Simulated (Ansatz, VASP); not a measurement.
# Cross-check of ZnO (zincite) between VASP and Ansatz, part 2 of 3

Wanted: the spread between two codes on one cell, functional and k mesh.

VASP 6.6.1 and Ansatz 0.2.0.

So far: The structure; VASP: band structure, r2SCANh with an exact-exchange share of 0.1.

### Step 3. Ansatz: band structure, r2SCANh with an exact-exchange share of 0.1

Level of this step: Ansatz beside VASP: Kohn-Sham DFT, plane waves, r2SCANh (Ansatz).

Ansatz runs on its default PAW (the set named soft_2) files.

The same cell, functional, mesh and smearing now go to Ansatz, which takes its cutoff from its data sets.

Contents of input.yaml:

```yaml
crystal:
  lattice:
    - [3.249308, 0.0, 0.0]
    - [-1.624654, 2.8139832727, 0.0]
    - [0.0, 0.0, 5.205709]
  atoms:
    - { symbol: Zn, position: [0.3333333333, 0.6666666667, 0.5] }
    - { symbol: Zn, position: [0.6666666667, 0.3333333333, 0.0] }
    - { symbol: O, position: [0.6666666667, 0.3333333333, 0.37901] }
    - { symbol: O, position: [0.3333333333, 0.6666666667, 0.87901] }
hamiltonian:
  xc: r2scanh
  pseudopotentials: { kind: paw }
kpoints:
  mp_grid: { grid: [5, 5, 3] }
  band_path:
    path:
      - [0.0, 0.0, 0.0]
      - [0.4, 0.0, 0.0]
      - [0.4, 0.2, 0.0]
      - [0.2, 0.2, 0.0]
      - [0.0, 0.0, 0.1]
      - [0.0, 0.0, 0.5]
      - [0.4, 0.0, 0.5]
      - [0.4, 0.2, 0.5]
      - [0.2, 0.2, 0.5]
      - [0.5, 0.0, 0.4]
      - [0.33333, 0.33333, 0.0]
      - [0.33333, 0.33333, 0.5]
    npoints: 1
scf:
  occupations: { method: gaussian, width: 0.02 }
  n_extra_bands: 8
output:
  forces: true
  stress: true
  eigenvalues: true
```

The run is started by

```sh
> ansatz run input.yaml --threads 4 --pin off --max-ram 9216MiB --backend cpu --events-out ev --progress --plain --runs-dir out
```

Numbers of over 12 decimals in the logs are rounded to 6 here.

What it wrote:

```text
Warning: output.stress: scf.convergence.dr2_threshold = 1e-7 eV (the SCF's general default) is looser than the 4e-10 eV advised for a printed stress (1e-10 eV for each atom of the cell: 4). What an SCF threshold leaves in a stress goes as its square root, and in the free energy as the threshold itself, and one threshold admits the most on a small cell: [figures from the program's tests cut] Set scf.convergence.dr2_threshold to 4e-10 eV or tighter. The threshold is an SCF's pass mark: one that does not reach it within its budget of iterations ends unconverged, or closes short of it on a stop that the run arms, and scf.convergence.dr2_threshold's page says what that costs each kind of run
Warning: output.stress: scf.exx.energy_threshold = 1e-6 eV is looser than the 4e-8 eV advised for a stress under a hybrid functional (1e-8 eV for each atom of the cell: 4). Every SCF of the exchange loop can meet its threshold on dr2 while the loop round them stops early: no threshold on dr2 bounds what that leaves in the stress. Set scf.exx.energy_threshold to 4e-8 eV or tighter. The threshold is the loop's pass mark: a loop that does not reach it within its budget of cycles ends unconverged, and scf.exx.energy_threshold's page has the law
scf.n_extra_bands = 8 over 18 filled bands (N_el = 36.0): the run solves 26 bands
Engine: ansatz 0.2.0, aarch64-unknown-linux-gnu
Pseudopotentials: kind: paw
Pseudopotential: Zn, paw, valence charge 12, recommended cutoff 500 eV (meta_gga), Zn.paw.azcp
Pseudopotential: O, paw, valence charge 6, recommended cutoff 500 eV (meta_gga), O.paw.azcp
Functional definition: r2SCANh
  parameter a = 0.1
  parameter k0 = 0.174
  parameter k1 = 0.065
  parameter a1 = 4.9479
  exchange = (1 - a)*r2scan_x(k0 = k0, k1 = k1, a1 = a1) + a*exact_x
  correlation = r2scan_c
Crystal: 4 atoms, lattice volume = 47.598 Å³
Basis set: ecut = 500 eV, 1213 PW (Γ), exchange–correlation on 96×96×160 points (64 copies of the dense FFT grid, shifted against one another)
Bands: 26, of which v1, the nominal top of the filled ones, is band 18 counted from 1 (17 counted from 0)
Symmetry: 12 space group operations
Space group: P63mc (ITA 186), of the structure as read, at distance tolerance 3.6e-5 Å
k-points: 10 of 75 (time reversal used)
Non-local potential: Zn, projectors of the file, l = 0: 2, l = 1: 2, l = 2: 3, l = 3: 1
Non-local potential: O, projectors of the file, l = 0: 2, l = 1: 2, l = 2: 1
PAW form: soft (Blöchl's): semilocal exchange-correlation on the pseudo side does not see the compensation charge
PAW frozen core: Zn, regenerated for the run's functional, and the local potential with it (the file was generated under x = pbe(κ = 0.804, μ = 0.219515), c = pbe(β = 0.066725))
PAW frozen core: O, regenerated for the run's functional, and the local potential with it (the file was generated under x = pbe(κ = 0.804, μ = 0.219515), c = pbe(β = 0.066725))
PAW one-centre angular grid: Zn, 590 points (default); XC on 261 of its mesh's 2673 points in the sphere
PAW one-centre angular grid: O, 302 points (default); XC on 160 Gauss nodes
Initial density: superposition of atomic densities (neutral atoms: chi_scale 0, normalization atom), corrected by the library's trained network
Initial wavefunctions: pseudopotential atomic-orbital guess
Functional: x = r2scan, c = r2scan; τ floored in thin density (d = 2e-4 eV/Å³), warm-up for x = 0.9 r2scan + 0.1 exact, c = r2scan; τ floored in thin density (d = 2e-4 eV/Å³)
SCF iter   1: F=—  HF=-7789.834622 eV  |F-HF|=—  |Δ(HF+E_count)|=         —  Δρ=2.08e-2  dr2=1.01e-1  dr2_τ=9.83e-2  ethr=1.77e-3  ⟨swp⟩=11.6  Hψ=1362  notcnv=0
preconditioner: auto → none  [insulator: Δε(μ)=1.384 eV  Ē_g=16.399 eV  σ=0.020 eV  W_gap=1.00  n_scr=22 (ndim 8)  ℏωp=32.3 eV  f_vac=0.034  D(μ)=0.00/eV (n_scr^D=0)]
iter 2 solved again at ethr=1.85e-5 eV; its pass at ethr=2.80e-4 eV (dr2=6.66e-3 eV) is discarded
SCF iter   2: F=—  HF=-7789.855350 eV  |F-HF|=—  |Δ(HF+E_count)|=   2.07e-2  Δρ=4.34e-3  dr2=6.68e-3  dr2_τ=7.53e-4  ethr=1.85e-5  ⟨swp⟩=2.0  Hψ=1330  notcnv=0
SCF iter   3: F=—  HF=-7789.850296 eV  |F-HF|=—  |Δ(HF+E_count)|=   5.05e-3  Δρ=4.07e-3  dr2=2.80e-3  dr2_τ=1.98e-4  ethr=1.85e-5  ⟨swp⟩=4.0  Hψ=906  notcnv=0
SCF iter   4: F=—  HF=-7789.850534 eV  |F-HF|=—  |Δ(HF+E_count)|=   2.38e-4  Δρ=1.67e-3  dr2=1.08e-3  dr2_τ=1.25e-4  ethr=7.77e-6  ⟨swp⟩=3.0  Hψ=557  notcnv=0
SCF iter   5: F=-7789.850316 eV  HF=-7789.850322 eV  |F-HF|=5.71e-6  |Δ(HF+E_count)|=   2.12e-4  Δρ=1.17e-4  dr2=7.24e-6  dr2_τ=1.04e-6  ethr=3.01e-6  ⟨swp⟩=3.2  Hψ=531  notcnv=0
SCF 1 stopped early in 5 iterations: F = -7789.850316 eV  dr2 = 7.24e-6
  greatest PAW one-centre occupation: 0.987 electrons in one spin orbital (limit 2), on the Zn atom at site 1 (counted from 0), in its partial waves of l = 2
Initial density: handed on by an earlier stage of this run
Initial wavefunctions: those handed on with the density
Functional: x = 0.9 r2scan + 0.1 exact, c = r2scan; τ floored in thin density (d = 2e-4 eV/Å³)
Frozen-core exchange: fock
SCF iter   1: F=—  HF=-7788.393392 eV  |F-HF|=—  |Δ(HF+E_count)|=         —  Δρ=8.09e-3  dr2=1.73e-2  dr2_τ=4.11e-5  ethr=2.01e-7  ⟨swp⟩=6.2  Hψ=1293  notcnv=0
preconditioner: auto → none  [insulator: Δε(μ)=2.182 eV  Ē_g=17.588 eV  σ=0.020 eV  W_gap=1.00  n_scr=22 (ndim 8)  ℏωp=32.3 eV  f_vac=0.039  D(μ)=0.00/eV (n_scr^D=0)]
SCF iter   2: F=—  HF=-7788.388424 eV  |F-HF|=—  |Δ(HF+E_count)|=   4.97e-3  Δρ=9.76e-4  dr2=5.12e-4  dr2_τ=2.39e-5  ethr=2.01e-7  ⟨swp⟩=4.2  Hψ=951  notcnv=0
SCF iter   3: F=—  HF=-7788.389726 eV  |F-HF|=—  |Δ(HF+E_count)|=   1.30e-3  Δρ=5.83e-4  dr2=1.01e-4  dr2_τ=1.04e-5  ethr=2.01e-7  ⟨swp⟩=3.3  Hψ=601  notcnv=0
SCF iter   4: F=—  HF=-7788.389718 eV  |F-HF|=—  |Δ(HF+E_count)|=   7.86e-6  Δρ=2.68e-4  dr2=3.74e-5  dr2_τ=2.42e-6  ethr=2.01e-7  ⟨swp⟩=3.8  Hψ=545  notcnv=0
SCF iter   5: F=—  HF=-7788.389712 eV  |F-HF|=—  |Δ(HF+E_count)|=   6.47e-6  Δρ=1.45e-4  dr2=1.45e-5  dr2_τ=4.14e-7  ethr=9.58e-8  ⟨swp⟩=2.0  Hψ=440  notcnv=0
SCF iter   6: F=—  HF=-7788.389709 eV  |F-HF|=—  |Δ(HF+E_count)|=   3.23e-6  Δρ=2.32e-5  dr2=2.00e-6  dr2_τ=9.18e-9  ethr=3.23e-8  ⟨swp⟩=3.0  Hψ=492  notcnv=0
SCF iter   7: F=—  HF=-7788.389724 eV  |F-HF|=—  |Δ(HF+E_count)|=   1.54e-5  Δρ=7.50e-5  dr2=2.51e-6  dr2_τ=1.93e-7  ethr=3.60e-10  ⟨swp⟩=4.0  Hψ=946  notcnv=0
SCF iter   8: F=-7788.389723 eV  HF=-7788.389723 eV  |F-HF|=4.61e-9  |Δ(HF+E_count)|=   7.20e-7  Δρ=6.30e-6  dr2=4.97e-8  dr2_τ=3.45e-10  ethr=3.60e-10  ⟨swp⟩=4.8  Hψ=698  notcnv=0
SCF 2 converged in 8 iterations: F = -7788.389723 eV  dr2 = 4.97e-8
  Residual-converged pass: ⟨swp⟩=2.7  Hψ=455  notcnv=0  max |occ|·‖R‖ = 6.2e-6 eV (tolerance 6.7e-6 eV)  dr2=4.95e-8  dr2_τ=3.44e-10  dr2_onsite=3.60e-9  max |Δocc| = 0.0e0
  greatest PAW one-centre occupation: 0.988 electrons in one spin orbital (limit 2), on the Zn atom at site 1 (counted from 0), in its partial waves of l = 2
hybrid outer 1: dexx = +1.279e-3 eV, tail = 1.47e-6 eV
Frozen-core exchange: fock
SCF iter   1: F=—  HF=-7788.389676 eV  |F-HF|=—  |Δ(HF+E_count)|=         —  Δρ=1.75e-5  dr2=8.79e-8  dr2_τ=2.46e-9  ethr=2.04e-8  ⟨swp⟩=4.4  Hψ=607  notcnv=0
preconditioner: auto → none  [insulator: Δε(μ)=2.143 eV  Ē_g=17.509 eV  σ=0.020 eV  W_gap=1.00  n_scr=22 (ndim 8)  ℏωp=32.3 eV  f_vac=0.043  D(μ)=0.00/eV (n_scr^D=0)]
SCF iter   2: F=—  HF=-7788.389676 eV  |F-HF|=—  |Δ(HF+E_count)|=   1.85e-8  Δρ=2.21e-6  dr2=2.98e-9  dr2_τ=3.02e-10  ethr=2.10e-10  ⟨swp⟩=4.0  Hψ=729  notcnv=0
SCF iter   3: F=-7788.389676 eV  HF=-7788.389676 eV  |F-HF|=1.77e-9  |Δ(HF+E_count)|=   1.73e-8  Δρ=2.14e-6  dr2=1.41e-9  dr2_τ=2.29e-10  ethr=3.10e-12  ⟨swp⟩=4.0  Hψ=795  notcnv=0
SCF 3 converged in 3 iterations: F = -7788.389676 eV  dr2 = 1.41e-9
  Residual-converged pass: ⟨swp⟩=2.1  Hψ=439  notcnv=0  max |occ|·‖R‖ = 4.7e-7 eV (tolerance 6.3e-7 eV)  dr2=1.41e-9  dr2_τ=2.28e-10  dr2_onsite=9.42e-10  max |Δocc| = 0.0e0
  greatest PAW one-centre occupation: 0.988 electrons in one spin orbital (limit 2), on the Zn atom at site 0 (counted from 0), in its partial waves of l = 2
hybrid outer 2: dexx = +1.594e-8 eV, tail = 5.23e-9 eV, Δε = 5.90e-4 eV (about 4.55e-5 eV left of the loop's levels), ΔF = 9.33e-5 eV/Å (tail 1.86e-4)
NSCF: frozen V_eff on 12 k-points
hybrid SCF converged: 2 outer / 11 inner (+5 warm-up), last move |dexx| = 1.59e-8 eV, tail = 5.23e-9 eV
Stability not checked: this state was not tested for a lower state beside it, because the functional holds exact exchange (a hybrid, or Hartree-Fock), whose exchange loop this test does not read (fock_operator; see scf.lower_state_search)
Free energy (F): -7788.389676 eV
Frozen-core exchange: fock
Harris-Foulkes:  -7788.389676 eV  (|F-HF|=1.77e-9)
Internal energy: -7788.389676 eV  (E = F + TS)
E sigma→0 (E₀):  -7788.389676 eV
Fermi energy:    7.285895 eV
--- Per-component energies (eV) ---
  E_band       = 13.286096
  E_kinetic    = 612.770194
  E_local      = -4024.382802  (includes V_loc(G=0)·N_el)
  E_nonlocal   = 1344.624983
  E_hartree    = 1663.812424
  E_xc         = -356.692000
  E_vxc        = -285.017689  (∫ρ·V_xc dr)
  E_exx        = -55.072948  (= α·E_x^exact, valence–valence)
  E_paw        = -4010.929384  (= ΣΔE_a)
  E_vpaw       = -868.632921  (= ΣTr[D̂ρ^β])
  E_aug_tail   = 0.001782  (compensation charges beyond the density's cutoff)
  E_vtau       = 16.442148  (kinetic-family band-sum trace: ∫τ·v_τ [+ j·A + Jᵃ·Aᵃ] dr)
  E_ewald      = -2962.594745
  E_core_change = 0.072821  (= ΣΔE_core)
  E_smearing   = -0.000000  (= −TS)
  E_closure    = 0.000000  (closes the sum)
  Σ components = -7788.389676   (vs F -7788.389676, Δ=-9.09e-13)
--- Forces (eV/Å), atoms counted from 1 ---
  atom   1  Zn    -0.00000000    -0.00000000    -0.07382759
  atom   2  Zn    -0.00000000     0.00000000    -0.07382759
  atom   3  O      0.00000000    -0.00000000     0.07395659
  atom   4  O     -0.00000000     0.00000000     0.07395659
  max |Σ_I F_I| component: 2.58e-4 eV/Å
--- Stress (GPa, compression-positive) ---
       -2.464564      -0.000000      -0.000000
       -0.000000      -2.464564      -0.000000
       -0.000000      -0.000000      -1.076087
  P = ⅓ Tr σ = -2.0017 GPa (-20.017 kbar)
--- Band table (eV; the first three rows and the last of 10) ---
  k-point 0: bands = [... 14 lower, 5.3646, 6.1463, 6.2143, 6.2143, 8.3573, 13.0912, 16.1406, 20.9645, ... 4 higher]
  k-point 1: bands = [... 14 lower, 5.5807, 5.5807, 6.0054, 6.0054, 9.9847, 12.1042, 17.0481, 19.6223, ... 4 higher]
  k-point 2: bands = [... 14 lower, 4.8507, 4.8599, 5.8570, 5.9377, 10.2209, 14.5073, 16.0333, 18.2283, ... 4 higher]
  k-point 9: bands = [... 14 lower, 3.3319, 4.2600, 4.5119, 4.9884, 14.3361, 14.9381, 16.0419, 16.8364, ... 4 higher]
```

The job ended after 42 s (4 threads of Arm Neoverse V1, shared host; peak memory 0.91 GiB; 2.5 min of CPU time).

Reading the cycles: dr2 is the Hartree energy of the density residual (eV), the measure of convergence; HF is the Harris–Foulkes estimate of the energy, which meets the free energy F at convergence.

### Step 4. Comparison

Known differences besides the potentials themselves: exact exchange at q = 0 is treated differently, which shows on coarse meshes; VASP keeps PBE cores, Ansatz makes them for the functional; the cutoff is 500 eV in Ansatz and 520 eV in VASP; VASP takes a coarser grid for exact exchange (PRECFOCK = Fast). Total energies have different zeros and are not compared.

Compared:

```
                     quantity  Ansatz   VASP  difference
gap over the path points (eV)   2.143  2.129      +0.014
```

Forces (eV/Å; atoms numbered as in POSCAR):

```
atom        Ansatz x, y, z          VASP x, y, z
 Zn1  0.000, 0.000, -0.074  0.000, 0.000, -0.087
 Zn2  0.000, 0.000, -0.074  0.000, 0.000, -0.087
  O3   0.000, 0.000, 0.074   0.000, 0.000, 0.087
  O4   0.000, 0.000, 0.074   0.000, 0.000, 0.087
```

Levels at points of the path, from each program's valence-band top (eV; 4 filled, then empty):

```
k (reciprocal lattice)                                   Ansatz                                     VASP
     0.000 0.000 0.000     -0.85 -0.07 0.00 0.00 2.14 6.88 9.93     -0.85 -0.07 0.00 0.00 2.13 6.85 9.92
     0.400 0.000 0.000   -2.77 -2.21 -1.12 -0.77 6.59 9.04 9.18   -2.77 -2.22 -1.13 -0.77 6.58 9.01 9.15
     0.400 0.200 0.000   -3.46 -2.46 -1.68 -1.38 8.44 9.09 9.14   -3.47 -2.46 -1.68 -1.39 8.43 9.06 9.12
     0.200 0.200 0.000  -2.87 -2.22 -0.95 -0.88 6.14 9.28 10.28  -2.87 -2.22 -0.95 -0.88 6.13 9.26 10.25
     0.000 0.000 0.100  -0.83 -0.26 -0.02 -0.02 2.37 6.78 10.01  -0.83 -0.26 -0.02 -0.02 2.36 6.75 10.00
     0.000 0.000 0.500  -0.42 -0.42 -0.42 -0.42 4.89 4.89 11.93  -0.42 -0.42 -0.42 -0.42 4.88 4.88 11.90
     0.400 0.000 0.500  -1.46 -1.46 -1.43 -1.43 7.08 7.08 10.42  -1.46 -1.46 -1.43 -1.43 7.05 7.05 10.40
     0.400 0.200 0.500  -2.41 -2.41 -1.30 -1.30 8.32 8.32 10.29  -2.41 -2.41 -1.30 -1.30 8.29 8.29 10.27
     0.200 0.200 0.500  -1.76 -1.76 -1.33 -1.33 7.21 7.21 10.84  -1.76 -1.76 -1.33 -1.33 7.19 7.19 10.81
     0.500 0.000 0.400  -1.80 -1.73 -1.35 -1.22 7.04 7.53 10.06  -1.81 -1.74 -1.35 -1.22 7.01 7.50 10.05
```

The forces differ by 7.8 meV/Å r.m.s., which is 15.4 % of the r.m.s. force of 0.05 eV/Å (both taken over all components). Among the levels compared at these points, filled levels agree within 14 meV and empty ones within 34 meV.

[end of part 2 of 3]

[Lines on the potential files, build, host, timing and source positions are cut from VASP's logs without a mark.]

[Logs are printed without paths, hosts, clocks, repeated set-up lines and the standing remarks that a program may print on its own settings, such as how far it seeks lower states.]

[Hosts, paths, dates, database ids (printed as entryN), source tags and the programs' standing remarks are cut or masked in the printed files.]
